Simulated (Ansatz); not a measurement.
# HgTe under changes of volume

One of the cells (28.929 Å³/atom); the others are scaled copies at fixed shape and fractional positions:

```
CELL_PARAMETERS angstrom
-3.04560 3.04560 1.55941
3.04560 -3.04560 1.55941
3.04560 3.04560 -1.55941
ATOMIC_POSITIONS crystal
Hg 0.75000 0.25000 0.50000
Te 0.00000 0.00000 0.00000
```

Measurements of this composition are mostly on another form, of space group No. 216.

| Quantity | Value |
| --- | --- |
| Program | Ansatz 0.2.0 |
| Functional | HSE06 |
| Potentials or basis | Ansatz PAW |
| Cutoff | 420 eV (not typed: the program's choice for these potentials) |
| k mesh | 6 × 6 × 6 |
| Occupations | fermi-dirac, width 0.05 eV |
| Spin | no spin polarisation |

```tsv
volume (Å³/atom)	energy over the lowest point (meV/atom)	pressure (GPa)
27.193	2.18	1.2
27.772	0.00	0.1
28.351	1.40	-0.8
28.929	5.88	-1.6
29.508	12.99	-2.3
30.086	22.38	-2.9
30.665	?	?
```

Problem. What does the run at 30.665 Å³/atom give?

Solution. Energy over the lowest point 33.77 meV/atom; pressure -3.4 GPa.

Worked out: A Birch-Murnaghan fit of order 3 (a polynomial in V^(-2/3)) to the other rows has its minimum at 27.82 Å³/atom with B0 = V·E''(V) = 47 GPa and B' = 6.1 at fixed shape and positions, which overstates the stiffness. It gives 33.72 meV/atom at 30.665 Å³/atom, against the run's 33.77, and -dE/dV = -3.4 GPa, against -3.4.

Energies are extrapolated to zero smearing.

Caveats: all runs use coarse meshes; the PAW data sets come from PBE, with cores solved anew for the run's functional, which leaves a small shift of forces and pressure; the thresholds are loose for stress.
